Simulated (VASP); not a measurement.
# Be16H (a cell with a defect) in VASP: further runs, part 2 of 2

VASP 6.6.1. The steps go on from the part before.

### 4 Single point, PBE+D3(BJ)

Input file INCAR:

```
ALGO = Normal
EDIFF = 1E-7
ENCUT = 520
GGA = PE
ISIF = 2
ISMEAR = -1
IVDW = 12
LASPH = True
LCHARG = False
LREAL = Auto
LWAVE = False
NBANDS = 30
NELM = 100
PREC = Accurate
SIGMA = 0.15
```

Input file KPOINTS:

```
k-points
0
Gamma
  3 3 2
```

Input file POSCAR:

```
Be16H
1.0
   -2.2900000000     -3.9663960000      0.0000000000
    3.4350000000     -1.9831980000      0.0000000000
    0.0000000000      0.0000000000      7.1768600000
Be H
16 1
Direct
    0.7085855258      0.4610075267      0.0111469361
    0.5061783401      0.3847302471      0.2544706181
    0.7095686563      0.5171796865      0.4974877593
    0.4651997907      0.3448639071      0.7518051070
    0.4961010107      0.0097150843     -0.0076356512
    0.2572902801      0.9039868243      0.2669830539
    0.4846141678      0.0219989649      0.5098190574
    0.2317407693      0.8450615318      0.7646101498
    0.2558727790      0.4288060157      0.0020343158
   -0.0130910170      0.4247806611      0.2247779670
    0.2323068383      0.5430517204      0.5147655103
   -0.0589511388      0.3115289351      0.7328692492
    0.0477937955     -0.1157066109      0.0214021174
    0.7302697946      0.8916209111      0.2795651580
    0.0346934602      0.0621682748      0.4937674693
    0.7566855805      0.8249228470      0.7506625460
    0.8625717027      0.0796183986      0.8885222785
```

Potentials or basis: VASP PAW PBE potentials, release 64 (Be, H).

Run with:

```sh
> cat potpaw_PBE.64/Be/POTCAR potpaw_PBE.64/H/POTCAR > POTCAR
> mpirun -np 1 vasp_std > vasp.out
```

OUTCAR:

```text
EDIFF = 1E-7
   ENCUT = 520
   GGA = PE
   ISIF = 2
   ISMEAR = -1
   IVDW = 12
   LASPH = True
   LREAL = Auto
   NELM = 100
   PREC = Accurate
 IVDW          = 12

 ion  position               nearest neighbor table
   1  0.709  0.461  0.011-  10 2.00   2 2.00   5 2.04   9 2.08   4 2.22  13 2.29  12 2.34  16 2.37
                             5 2.39
   2  0.506  0.385  0.254-   1 2.00   3 2.05   9 2.15  14 2.22  10 2.22   6 2.22  14 2.26   7 2.33
                            11 2.34   6 2.36
[... 558 lines left out ...]
  Total      -2.21592    -1.25608    -0.81223     2.17236    -1.04248     2.95287
  in kB     -27.23135   -15.43592    -9.98141    26.69600   -12.81102    36.28766
  external pressure =      -17.55 kB  Pullay stress =        0.00 kB

 VOLUME and BASIS-vectors are now :
 -----------------------------------------------------------------------------
  energy-cutoff  :      520.00
  volume of cell :      130.38
      direct lattice vectors                 reciprocal lattice vectors
    -2.290000000 -3.966396000  0.000000000    -0.109170306 -0.189088533  0.000000000
     3.435000000 -1.983198000  0.000000000     0.218340611 -0.126059022  0.000000000
     0.000000000  0.000000000  7.176860000     0.000000000  0.000000000  0.139336702

 POSITION                                       TOTAL-FORCE (eV/Angst)
 -----------------------------------------------------------------------------------
     -0.03910     -3.72480      0.08000         0.601844     -1.639965     -1.433612
      0.16240     -2.77070      1.82630        -0.097294      0.939332      0.409136
      0.15160     -3.84010      3.57040        -0.642053     -0.874385      0.242608
      0.11930     -2.52910      5.39560        -0.055372     -0.351956     -0.226868
     -1.10270     -1.98700      7.12206        -0.952632      0.510698      0.874431
      2.51600     -2.81330      1.91610        -0.440985      0.251698     -0.229068
[... 9 lines left out ...]
      1.10080     -4.63730      5.38740        -0.093311      0.800894     -0.113183
     -1.70180     -3.57920      6.37680         0.262172      0.196876      0.246751
 -----------------------------------------------------------------------------------
    total drift:                                0.000548      0.000856     -0.000530

  FREE ENERGIE OF THE ION-ELECTRON SYSTEM (eV)
  ---------------------------------------------------
  free  energy   TOTEN  =       -65.0514449755 eV

  energy  without entropy=      -64.8565785272  energy(sigma->0) =      -64.95401175
```

stdout:

```text
POSCAR found type information on POSCAR BeH
 POSCAR found :  2 types and      17 ions
 scaLAPACK will be used
 LDA part: xc-table for (Slater+PW92), standard interpolation
 POSCAR, INCAR and KPOINTS ok, starting setup
 FFT: planning ... GRIDC
 FFT: planning ... GRID_SOFT
 FFT: planning ... GRID
 WAVECAR not read
 entering main loop
```

Run time: 42 s. Hardware: 1 thread of AMD EPYC 9R45 (Zen 5), shared host; peak memory 0.22 GiB.

What came out:

```
Free energy                : -65.0514 eV
Pressure                   : -1.8 GPa
Largest force              : 2.260 eV/Å
Band gap on the k mesh     : none (metal or under the smearing width)
Dispersion energy per atom : -0.336 eV
```

Forces on the atoms (eV/Å):
```
Be   0.602 -1.640 -1.434
Be  -0.097  0.939  0.409
Be  -0.642 -0.874  0.243
Be  -0.055 -0.352 -0.227
Be  -0.953  0.511  0.874
Be  -0.441  0.252 -0.229
Be  -0.014 -0.556  0.294
Be  -0.406 -0.545 -0.686
Be   0.894  0.313 -0.457
Be  -0.507  0.038  1.664
Be   0.192  0.148 -0.726
Be   0.624 -1.682  0.272
Be   1.088  1.431  0.546
Be  -0.554 -0.611 -1.165
Be   0.101  1.631  0.488
Be  -0.093  0.801 -0.113
H    0.262  0.197  0.247
```

Stress tensor (GPa, compression positive):
```
-2.72  2.67  3.63
 2.67 -1.54 -1.28
 3.63 -1.28 -1.00
```

Levels at points of the mesh, in eV from the Fermi level:
| k point | band 14 | band 15 | band 16 | band 17 | band 18 | band 19 |
| --- | --- | --- | --- | --- | --- | --- |
| (0.00, 0.00, 0.00) | -2.37 | -0.77 | 0.03 | 0.26 | 0.40 | 0.56 |
| (0.00, 0.00, 0.50) | -1.91 | -1.64 | -1.50 | -0.05 | 0.94 | 0.98 |

Caveat: the k mesh is coarse (spacing up to 0.53 Å⁻¹), so the values aren't converged.

### 5 Single point, PBE+D3(BJ)

Input file INCAR:

```
PREC = Accurate
ENCUT = 520
EDIFF = 1E-7
ISMEAR = -1
SIGMA = 0.15
LREAL = Auto
LASPH = T
NELM = 100
ALGO = Normal
ISIF = 2
LWAVE = F
LCHARG = T
GGA = PE
IVDW = 12
LELF = T
LVHAR = T
NBANDS = 30
```

Input file KPOINTS:

```
regular mesh
0
Gamma
  3 3 2
```

Input file POSCAR:

```
Be16H
1.0
   -2.2900000000     -3.9663960000      0.0000000000
    3.4350000000     -1.9831980000      0.0000000000
    0.0000000000      0.0000000000      7.1768600000
Be H
16 1
Direct
    0.7405246522      0.4564778613      0.0002368724
    0.4321550067      0.3573027555      0.2591244639
    0.7114481926      0.4911838024      0.5113796284
    0.4704851477      0.2973831116      0.7557622693
    0.4580023211     -0.0802837510      0.0642202858
    0.2131346889      0.9288146834      0.2918128541
    0.4796967598      0.0253291354      0.5046217984
    0.2075528055      0.8207266156      0.7586744064
    0.1871118541      0.4785403627      0.0067020953
   -0.0179613141      0.4313445679      0.2545820874
    0.2127331965      0.4935542998      0.4930429185
    0.0136346429      0.3816661811      0.7541180962
   -0.0564579169     -0.0386575341      0.0451868923
    0.6940429637      0.8871785697      0.2947807258
   -0.0771170650     -0.0349048264      0.5433713351
    0.6684953990      0.8186184756      0.7673272155
    0.6857247616      0.0812546445      0.9373876598
```

Run with:

```sh
> cat potpaw_PBE.64/Be/POTCAR potpaw_PBE.64/H/POTCAR > POTCAR
> mpirun -np 1 vasp_std > vasp.out
```

It took 44 s on 1 thread of AMD EPYC 9R45 (Zen 5), shared host; peak memory 0.22 GiB.

It converged, with:

* Free energy: -64.9689 eV
* Pressure: -0.4 GPa
* Largest force: 2.488 eV/Å
* Band gap on the k mesh: none (metal or under the smearing width)
* Dispersion energy per atom: -0.336 eV

Forces in eV/Å, atoms in the order of the input:
```
Be   0.843  0.919  0.438
Be  -0.197 -1.691 -0.408
Be   0.014 -0.059 -0.186
Be   1.168 -0.131  0.117
Be   0.458 -0.177 -2.099
Be  -0.346  1.763  0.097
Be   0.366  1.166  2.168
Be   0.590 -0.759  0.439
Be  -0.667 -1.172 -0.272
Be   0.141  1.343  0.016
Be   0.313 -0.183  1.180
Be  -0.031  2.292 -0.737
Be  -0.349 -0.858  0.047
Be  -1.189 -0.700 -0.445
Be  -0.001 -1.432 -0.532
Be  -1.179 -0.518  0.459
H    0.067  0.198 -0.279
```

Stress tensor (GPa, compression positive):
```
-5.75  2.79  0.99
 2.79  1.55 -1.90
 0.99 -1.90  3.00
```

Levels at points of the mesh, in eV from the Fermi level:
```
           k point  band 13  band 14  band 15  band 16  band 17  band 18  band 19  band 20
(0.00, 0.00, 0.00)    -3.10    -2.13    -0.59    -0.23     0.20     0.64     0.79     1.31
(0.00, 0.00, 0.50)    -2.03    -1.93    -1.47    -1.18     0.06     0.74     1.20     1.78
```

Caveat: the k mesh is coarse (spacing up to 0.53 Å⁻¹), so the values aren't converged.

### 6 Single point, PBE+D3(BJ)

Input file INCAR:

```
PREC = Accurate
ENCUT = 520
EDIFF = 1E-6
ISMEAR = -1
SIGMA = 0.15
LREAL = Auto
LASPH = T
NELM = 100
ALGO = Fast
ISIF = 2
LWAVE = F
LCHARG = F
GGA = PE
IVDW = 12
NBANDS = 30
```

Input file KPOINTS:

```
Automatic mesh
0
Gamma
  3 3 2
```

Input file POSCAR:

```
Be16H
1.0
   -2.2900000000     -3.9663960000      0.0000000000
    3.4350000000     -1.9831980000      0.0000000000
    0.0000000000      0.0000000000      7.1768600000
Be H
16 1
Direct
    0.6696200049      0.4462095520      0.0213742500
    0.4528249060      0.3226692969      0.2752875213
    0.6884540213      0.4480232049      0.5235437225
    0.4376200705      0.3699708767      0.7710614391
    0.4554138907     -0.0397095168      0.0369242259
    0.2013984306      0.7887634370      0.2663839061
    0.4688408537      0.0025169010      0.5547133426
    0.1872064124      0.8796223244      0.7797281820
    0.1865301817      0.5458090586      0.0154524402
   -0.0820514871      0.2944984264      0.2805265813
    0.2153491106      0.5217029005      0.5313047767
   -0.1125461761      0.2629604823      0.7908751181
    0.0092415165      0.0081406325      0.0297205184
    0.7405780236      0.8015207203      0.3026532495
    0.0122403814      0.0219593809      0.5482341860
    0.7934795849      0.7461916301      0.7670903431
    0.7167268894      0.0142080281      0.9435463420
```

Potentials or basis: VASP PAW PBE potentials, release 64 (Be, H).

Run with:

```sh
> cat potpaw_PBE.64/Be/POTCAR potpaw_PBE.64/H/POTCAR > POTCAR
> mpirun -np 1 vasp_std > vasp.out
```

OUTCAR:

```text
PREC = Accurate
   ENCUT = 520
   EDIFF = 1E-6
   ISMEAR = -1
   LREAL = Auto
   LASPH = T
   NELM = 100
   ISIF = 2
   GGA = PE
   IVDW = 12
 IVDW          = 12

 ion  position               nearest neighbor table
   1  0.670  0.446  0.021-  12 2.06   4 2.11   2 2.13   5 2.17   9 2.25  16 2.25  10 2.26   5 2.27
                            13 2.33
   2  0.453  0.323  0.275-   1 2.13  10 2.13   3 2.14   6 2.18   5 2.23  11 2.28  14 2.32   7 2.37

   3  0.688  0.448  0.524-   7 2.05  10 2.13  14 2.13   4 2.14   2 2.14  16 2.16  11 2.19  12 2.25
                            15 2.26
   4  0.438  0.370  0.771-  11 2.09  12 2.11   1 2.11   7 2.13   3 2.14  16 2.21   9 2.21   8 2.26
                             8 2.32
   5  0.455  0.960  0.037-  17 1.39  13 2.05   9 2.06   6 2.13   1 2.17   2 2.23   8 2.24   1 2.27

   6  0.201  0.789  0.266-   9 2.04  13 2.10  14 2.13   5 2.13  11 2.18   2 2.18  10 2.35  15 2.39

   7  0.469  0.003  0.555-   3 2.05  15 2.09   8 2.12   4 2.13  11 2.24  14 2.34  16 2.36  11 2.37
                             2 2.37
   8  0.187  0.880  0.780-  16 1.88  15 1.93  13 2.04  12 2.05   7 2.12   9 2.15   5 2.24   4 2.26
                            11 2.28   4 2.32
[... 227 lines left out ...]
      1      -5.1853      2.00000
      2      -2.9345      2.00000
      3      -2.2310      2.00000
      4      -0.3467      2.00000
      5       0.8135      2.00000
      6       1.6692      2.00000
[... 299 lines left out ...]
     27      12.4575      0.00000
     28      12.5521      0.00000
 [bands above 28 left out]

------------------------ aborting loop because EDIFF is reached ----------------------------------------

 Edisp (eV)   -5.71400

 E8    (eV) :    -1.9616

  FORCE on cell =-STRESS in cart. coord.  units (eV):
  Direction    XX          YY          ZZ          XY          YZ          ZX
  --------------------------------------------------------------------------------------
  -------------------------------------------------------------------------------------
  Total       1.70766     1.03711    -3.49407     0.23344     1.65896    -0.27977
  in kB      20.98538    12.74502   -42.93838     2.86869    20.38685    -3.43807
  external pressure =       -3.07 kB  Pullay stress =        0.00 kB

 VOLUME and BASIS-vectors are now :
 -----------------------------------------------------------------------------
  energy-cutoff  :      520.00
  volume of cell :      130.38
      direct lattice vectors                 reciprocal lattice vectors
    -2.290000000 -3.966396000  0.000000000    -0.109170306 -0.189088533  0.000000000
     3.435000000 -1.983198000  0.000000000     0.218340611 -0.126059022  0.000000000
     0.000000000  0.000000000  7.176860000     0.000000000  0.000000000  0.139336702

 POSITION                                       TOTAL-FORCE (eV/Angst)
 -----------------------------------------------------------------------------------
     -0.00070     -3.54090      0.15340         0.033056     -0.751936      0.584622
      0.07140     -2.43600      1.97570        -0.031066      0.567510      0.096607
     -0.03760     -3.61920      3.75740         0.170597     -0.821116      0.178876
      0.26870     -2.46950      5.53380         0.261824      0.139934      0.194487
      2.25570     -3.71080      0.26500         0.388977      0.096504      0.276979
      2.24820     -2.36310      1.91180         0.704986     -0.917766      1.163330
[... 9 lines left out ...]
      0.74610     -4.62710      5.50530         0.977753      1.562386      0.223269
     -1.59250     -2.87100      6.77170        -0.086112     -0.269376     -0.348798
 -----------------------------------------------------------------------------------
    total drift:                                0.000272     -0.001218     -0.001117

  FREE ENERGIE OF THE ION-ELECTRON SYSTEM (eV)
  ---------------------------------------------------
  free  energy   TOTEN  =       -64.9822389589 eV

  energy  without entropy=      -64.8412714857  energy(sigma->0) =      -64.91175522
```

stdout:

```text
POSCAR found type information on POSCAR BeH
 POSCAR found :  2 types and      17 ions
 scaLAPACK will be used
 LDA part: xc-table for (Slater+PW92), standard interpolation
 POSCAR, INCAR and KPOINTS ok, starting setup
 FFT: planning ... GRIDC
 FFT: planning ... GRID_SOFT
 FFT: planning ... GRID
 WAVECAR not read
 entering main loop
```

It took 36 s on 1 thread of AMD EPYC 9R45 (Zen 5), shared host; peak memory 0.22 GiB.

Results:

```
Free energy                : -64.9822 eV
Pressure                   : -0.3 GPa
Largest force              : 2.654 eV/Å
Band gap on the k mesh     : none (metal or under the smearing width)
Dispersion energy per atom : -0.336 eV
```

Forces on the atoms (eV/Å):
```
Be   0.033 -0.752  0.585
Be  -0.031  0.568  0.097
Be   0.171 -0.821  0.179
Be   0.262  0.140  0.194
Be   0.389  0.097  0.277
Be   0.705 -0.918  1.163
Be  -0.872  0.071 -0.584
Be  -1.852 -1.879  0.290
Be  -1.542  1.007 -0.238
Be  -0.181 -1.305  0.152
Be   0.348  0.581 -0.277
Be  -0.030 -0.999 -0.792
Be   0.756  0.659  0.922
Be   0.594  0.826 -0.312
Be   0.359  1.432 -1.530
Be   0.978  1.562  0.223
H   -0.086 -0.269 -0.349
```

Levels at points of the mesh, in eV from the Fermi level:
| k point | band 14 | band 15 | band 16 | band 17 | band 18 | band 19 |
| --- | --- | --- | --- | --- | --- | --- |
| (0.00, 0.00, 0.00) | -3.13 | -0.59 | -0.09 | 0.37 | 0.75 | 1.10 |
| (0.00, 0.00, 0.50) | -1.72 | -1.52 | -1.19 | 0.19 | 1.09 | 1.28 |

Caveat: the k mesh is coarse (spacing up to 0.53 Å⁻¹), so the values aren't converged.

### 7 Molecular dynamics, PBE+D3(BJ)

Input file INCAR:

```
SYSTEM = Be16H
ALGO = Fast
EDIFF = 1E-5
ENCUT = 520
GGA = PE
IBRION = 0
ISIF = 2
ISMEAR = -1
ISYM = 0
IVDW = 12
LANGEVIN_GAMMA = 10 10
LASPH = .TRUE.
LCHARG = .FALSE.
LREAL = Auto
LWAVE = .FALSE.
MDALGO = 3
NBANDS = 30
NELM = 100
NELMIN = 4
NSW = 40
POTIM = 0.5
PREC = Accurate
RANDOM_SEED = 438271 0 0
SIGMA = 0.15
TEBEG = 1500.0
TEEND = 1500.0
```

Input file KPOINTS:

```
k-points
0
G
  3 3 2
  0 0 0
```

Input file POSCAR:

```
Be16H
1.0
   -2.2900000000     -3.9663960000      0.0000000000
    3.4350000000     -1.9831980000      0.0000000000
    0.0000000000      0.0000000000      7.1768600000
Be H
16 1
Direct
    0.7501440200      0.5076940600      0.0045774300
    0.4986487600      0.3352177500      0.2506522300
    0.7498311100      0.4936795600      0.4960826900
    0.4923012500      0.3393908900      0.7455534000
    0.4922940700     -0.0069124900      0.0045172800
    0.2496832400      0.8308739300      0.2531409200
    0.4986002200     -0.0011834900      0.4994502500
    0.2493693700      0.8324145000      0.7487153800
    0.2492814600      0.5014630500      0.0020840900
    0.0006958300      0.3352440000      0.2505206200
    0.2496116200      0.5031863500      0.4969059300
    0.0077479900      0.3386774200      0.7455825000
    0.0079879700     -0.0063175600      0.0046445900
    0.7498533800      0.8408941200      0.2537751200
    0.0008002700     -0.0012018000      0.4996091100
    0.7501921500      0.8276480100      0.7450041500
    0.7446878900      0.1754821000      0.8743048300
```

Run with:

```sh
> cat potpaw_PBE.64/Be/POTCAR potpaw_PBE.64/H/POTCAR > POTCAR
> mpirun -np 1 vasp_std > vasp.out
```

It took 9.5 min on 1 thread of AMD EPYC 9R45 (Zen 5), shared host; peak memory 0.27 GiB.

The run converged. Its results:

```
Dispersion energy per atom : -0.336 eV
```

The path:
| step | potential energy change (eV) | largest force (eV/Å) | pressure (GPa) | volume (Å³) | temperature (K) |
| --- | --- | --- | --- | --- | --- |
| 1 | 0.0000 | 0.0748 | -7.44 | 130.38 | 1633 |
| 2 | 0.0056 | 0.1364 | -7.43 | 130.38 | 1720 |
| 3 | 0.0272 | 0.2743 | -7.37 | 130.38 | 1767 |
| 4 | 0.0642 | 0.4091 | -7.26 | 130.38 | 1774 |
| 5 | 0.1159 | 0.5436 | -7.11 | 130.38 | 1761 |
| 6 | 0.1827 | 0.6841 | -6.92 | 130.38 | 1695 |
| 7 | 0.2626 | 0.8334 | -6.69 | 130.38 | 1653 |
| 8 | 0.3575 | 0.9825 | -6.42 | 130.38 | 1626 |
| 9 | 0.4660 | 1.1215 | -6.12 | 130.38 | 1554 |
| 10 | 0.5863 | 1.2610 | -5.79 | 130.38 | 1498 |
| 11 | 0.7191 | 1.3958 | -5.45 | 130.38 | 1473 |
| 12 | 0.8655 | 1.5380 | -5.08 | 130.38 | 1416 |
| 13 | 1.0183 | 1.6852 | -4.70 | 130.38 | 1327 |
| 14 | 1.1728 | 1.8392 | -4.32 | 130.38 | 1240 |
| 15 | 1.3252 | 1.9885 | -3.96 | 130.38 | 1187 |
| 16 | 1.4782 | 2.1371 | -3.60 | 130.38 | 1147 |
| 17 | 1.6293 | 2.2855 | -3.24 | 130.38 | 1037 |
| 18 | 1.7722 | 2.4240 | -2.91 | 130.38 | 934 |
| 19 | 1.9093 | 2.5478 | -2.59 | 130.38 | 868 |
| 20 | 2.0398 | 2.6550 | -2.29 | 130.38 | 828 |
| 21 | 2.1668 | 2.7565 | -2.00 | 130.38 | 799 |
| 22 | 2.2870 | 2.8571 | -1.73 | 130.38 | 727 |
| 23 | 2.3934 | 2.9419 | -1.50 | 130.38 | 666 |
| 24 | 2.4882 | 2.9957 | -1.30 | 130.38 | 666 |
| 25 | 2.5771 | 3.0355 | -1.12 | 130.38 | 693 |
| 26 | 2.6651 | 3.0679 | -0.94 | 130.38 | 682 |
| 27 | 2.7438 | 3.0829 | -0.79 | 130.38 | 658 |
| 28 | 2.8145 | 3.0808 | -0.66 | 130.38 | 650 |
| 29 | 2.8804 | 3.1088 | -0.54 | 130.38 | 644 |
| 30 | 2.9295 | 3.1514 | -0.46 | 130.38 | 646 |
| 31 | 2.9598 | 3.1697 | -0.42 | 130.38 | 648 |
| 32 | 2.9780 | 3.1791 | -0.40 | 130.38 | 666 |
| 33 | 2.9850 | 3.1673 | -0.41 | 130.38 | 696 |
| 34 | 2.9776 | 3.1286 | -0.45 | 130.38 | 706 |
| 35 | 2.9601 | 3.0842 | -0.52 | 130.38 | 735 |
| 36 | 2.9424 | 3.0349 | -0.58 | 130.38 | 756 |
| 37 | 2.9218 | 2.9731 | -0.65 | 130.38 | 736 |
| 38 | 2.8914 | 2.9101 | -0.73 | 130.38 | 734 |
| 39 | 2.8578 | 2.8392 | -0.81 | 130.38 | 750 |
| 40 | 2.8147 | 2.7606 | -0.91 | 130.38 | 793 |

Caveat: the k mesh is coarse (spacing up to 0.53 Å⁻¹), so the values aren't converged.
